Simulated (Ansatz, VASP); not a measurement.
Two plane-wave programs on MoS2

INCAR

```
SYSTEM = MoS2
PREC = Accurate ; ENCUT = 520
EDIFF = 1E-7 ; ISMEAR = 0
SIGMA = 0.05 ; LREAL = .FALSE.
LASPH = .TRUE. ; NELM = 150
ALGO = Normal ; ISIF = 2
LWAVE = .FALSE. ; LCHARG = .FALSE.
ISPIN = 2 ; MAGMOM = 2 2 0 0 0 0
LORBIT = 11 ; LMAXMIX = 4
LDAU = .TRUE. ; LDAUTYPE = 1
LDAUL = 2 -1 ; LDAUU = 8 0
LDAUJ = 0.7 0 ; LDAUPRINT = 1
GGA = PS ; NBANDS = 39
```

Contents of KPOINTS:

```
regular mesh
0
G
  7 7 2
  0 0 0
```

File POSCAR:

```
MoS2
1.0
    3.1610015200      0.0000000000      0.0000000000
   -1.5805007600      2.7375076200      0.0000000000
    0.0000000000      0.0000000000     12.2949997000
Mo S
2 4
Direct
    0.3333333333      0.6666666667      0.2500000000
    0.6666666667      0.3333333333      0.7500000000
    0.3333333333      0.6666666667      0.6275000000
    0.6666666667      0.3333333333      0.1275000000
    0.3333333333      0.6666666667      0.8725000000
    0.6666666667      0.3333333333      0.3725000000
```

Input for Ansatz:

```yaml
crystal:
  lattice:
    - [3.16100152, 0.0, 0.0]
    - [-1.58050076, 2.73750762, 0.0]
    - [0.0, 0.0, 12.2949997]
  atoms:
    - { symbol: Mo, position: [0.3333333333, 0.6666666667, 0.25], spin: 2.0 }
    - { symbol: Mo, position: [0.6666666667, 0.3333333333, 0.75], spin: 2.0 }
    - { symbol: S, position: [0.3333333333, 0.6666666667, 0.6275] }
    - { symbol: S, position: [0.6666666667, 0.3333333333, 0.1275] }
    - { symbol: S, position: [0.3333333333, 0.6666666667, 0.8725] }
    - { symbol: S, position: [0.6666666667, 0.3333333333, 0.3725] }
basis:
  ecutwfc: 420
  ecutrho_ratio: 4
kpoints:
  mp_grid: { grid: [7, 7, 2] }
hamiltonian:
  xc: pbesol
  hubbard:
    sites:
      - { site: 0, l: d, u: 8.0, j: 0.7 }
      - { site: 1, l: d, u: 8.0, j: 0.7 }
scf:
  occupations: { method: gaussian, width: 0.05 }
output:
  forces: true
  stress: true
  eigenvalues: true
  populations: true
  hubbard: { sites: [{ site: 0, l: d }, { site: 1, l: d }] }
magnetization:
  spin_polarized: true
```

Alike in both runs: task single point; functional PBEsol; k mesh 7 × 7 × 2; occupations gaussian, width 0.05 eV; collinear spin; Hubbard terms Mo d U = 8.0 eV, J = 0.7 eV.

|  | VASP | Ansatz |
| --- | --- | --- |
| version | VASP 6.6.1 | Ansatz 0.2.0 |
| potentials or method | VASP PAW PBE potentials, release 64 (Mo_sv, S) | scalar-relativistic, plane waves, PAW |
| plane-wave cutoff (eV) | 520 | 420 |
| valence electrons in the cell | 52 | 52 |

Ansatz gave:

- pressure (GPa): 13.7
- largest component of the traceless stress (GPa): 1.90
- rms of the force components (eV/Å): 0.585
- net moment per atom (μB): 0.00
- size of the moment on the site where the two differ most (μB): 0.25

Problem. What did VASP give for the same quantities?

Solution. Pressure (GPa): 8.7; largest component of the traceless stress (GPa): 5.08; rms of the force components (eV/Å): 0.704; net moment per atom (μB): 0.00; size of the moment on the site where the two differ most (μB): 0.00.

Site moments also hang on the region over which each program counts them. The programs project onto different local orbitals, so the same U acts differently. Atom by atom the forces differ by 0.119 eV/Å (rms over components). Ansatz warned: «filled_band_counts_differ_across_k_points».

Caveats: the PAW data sets were made with another functional, which shifts forces and pressure a little (VASP); an odd mesh through Γ misses points on the zone boundary, where band edges often lie; this functional lacks dispersion, which binds the layers, so the pressure and a relaxed spacing across them are unreliable. The state reached can hang on the start; a lower one may exist.
